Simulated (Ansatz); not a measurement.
A 2-atom cell of CdS started from a crystallographic database (r2SCAN geometry), in Ansatz:

```
Cd S
1.0
     0.00000    2.93921    2.93921
     2.93921    0.00000    2.93921
     2.93921    2.93921    0.00000
Cd S
1 1
Cartesian
  0.0000 0.0000 0.0000
  1.4696 1.4696 1.4696
```

G0W0@PBE with 278 empty bands, a screening cutoff of 180 eV and a 6×6×6 mesh (PAW, contour deformation) gives 1.872 eV over the mesh points, from a PBE gap of 1.094 eV; it sums over 291 bands with 283 plane waves in the screening and a wave cutoff of 420 eV. G0W0 here is at a finite number of bands, screening cutoff and k mesh, not at the basis limit. The values are computed, spin-unpolarised, and not measurements.

Task: Estimate the gap with frequency model Godby-Needs pole.

Result: 1.924 eV (+0.052 eV), from a Kohn-Sham gap of 1.094 eV.

Task: Estimate the gap with potentials of the kind norm-conserving.

Result: 1.879 eV (+0.007 eV), from a Kohn-Sham gap of 1.094 eV.

The runs are scalar-relativistic, without spin-orbit coupling.

With a shallow d shell on the cation, G0W0 converges slowly in bands and cutoff, so these values are in doubt.
